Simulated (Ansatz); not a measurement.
Computed with DFT PBEsol, scalar-relativistic, plane waves, PAW in Ansatz 0.2.0.

Settings: cutoff 420 eV, Γ-centred mesh 9×9×9 on the computed 4-atom cell, Gaussian smearing of 0.02 eV; no spin polarisation.

Structure with the computed forces (eV/Å) in the last three columns:

```xyz
4
Lattice="1.8688 1.0790 6.2817 -1.8688 1.0790 6.2817 0.0000 -2.1579 6.2817" Properties=species:S:1:pos:R:3:forces:R:3 pbc="T T T" pressure_GPa=15.30
Ga    0.0000    0.0000    8.2841    0.0000    0.0000   -1.9840
Ga    0.0000    0.0000   10.5612    0.0000    0.0000    1.9840
P     0.0000    0.0000    0.8901    0.0000    0.0000   12.4710
P     0.0000    0.0000   17.9551    0.0000    0.0000  -12.4710
```

Stress tensor (GPa, compression positive):

```
-0.37  0.00  0.00
 0.00 -0.37  0.00
 0.00  0.00 46.62
```

The smearing is narrow for a metal on this mesh.

This form isn't the usual stable structure of the compound.